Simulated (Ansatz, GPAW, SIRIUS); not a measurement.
## The equilibrium volume of Au, sorted by core time

**What was measured.** The equilibrium volume of Au (Gold) (Fm-3m) is reported as 16.96 Å³/atom at 298.15 K (a printed reference work). The runs below try to reproduce it.

Space group Fm-3m (No. 225). a = 4.070 Å, b = 4.070 Å, c = 4.070 Å, α = 90.00°, β = 90.00°, γ = 90.00°
| atom | site | symmetry | x | y | z |
| --- | --- | --- | --- | --- | --- |
| Au | 4a | m-3m | 0.0000 | 0.0000 | 0.0000 |

| rung | level | program and potentials | cutoff (eV) | k mesh | smearing | task | core time | chip | equilibrium volume (Å³/atom) | miss | notes |
| --- | --- | --- | --- | --- | --- | --- | --- | --- | --- | --- | --- |
| meta-GGA | r2SCAN | Ansatz, Ansatz PAW | 500 | 11 × 11 × 11 | fermi-dirac 0.05 | equation of state | 13 s | AMD EPYC 7R43 Zen 3 | 17.53 | +3.4 % | potentials made for PBE, which Ansatz adapts in part |
| LDA | LDA | Ansatz, JTH PAW LDA | 750 | 11 × 11 × 11 | fermi-dirac 0.05 | equation of state | 14 s | Arm Neoverse V1 | 16.60 | -2.1 % | - |
| GGA | RPBE | SIRIUS, PseudoDojo 0.4.1 PBE standard (scalar relativistic) | 1054 | 8 × 8 × 8 | fermi-dirac 0.05 | relaxation of cell and atoms | 62 s | Intel Xeon Platinum 8259CL Skylake/Cascade Lake | 18.52 | +9.2 % | potentials made for PBE |
| GGA | PBEint | GPAW, PAW data sets generated for this functional | 600 | 11 × 11 × 11 | fermi-dirac 0.05 | equation of state | 77 s | Arm Neoverse V1 | 17.43 | +2.8 % | this data set often lies off other programs |
| GGA + dispersion | PBE+D3(BJ) | SIRIUS, all-electron FP-LAPW, apw+lo standard | - | 11 × 11 × 11 | fermi-dirac 0.05 | equation of state | 4.8 min | Arm Neoverse V1 | 17.24 | +1.7 % | - |

Times are single runs on shared hosts and different chips, so they are rough; meshes, cutoffs and the tasks' sizes weigh on the time. All rows: no spin polarisation. Smearing widths are in eV. For a metal such meshes aren't converged. Meshes differ between rows, which moves values too. Meshes are those of the run's cell of 1 atom unless a note names another. Relaxations start from the cell shown or near it and stop with a little pressure left. The cell shown, of 16.85 Å³ an atom, is the runs' start and not the measured value. Misses use the values as printed. Runs on faulty files, with rough fits or with known faults for this quantity aren't shown. No row holds spin-orbit coupling.

By rung: LDA 16.60; GGA 17.43 to 18.52; GGA + dispersion 17.24; meta-GGA 17.53 (Å³/atom). Measured: 16.96 Å³/atom at 298.15 K (a printed reference work). Closest is PBE+D3(BJ) (+1.7 %). The runs are for a static lattice, while measurements hold temperature and zero-point motion.
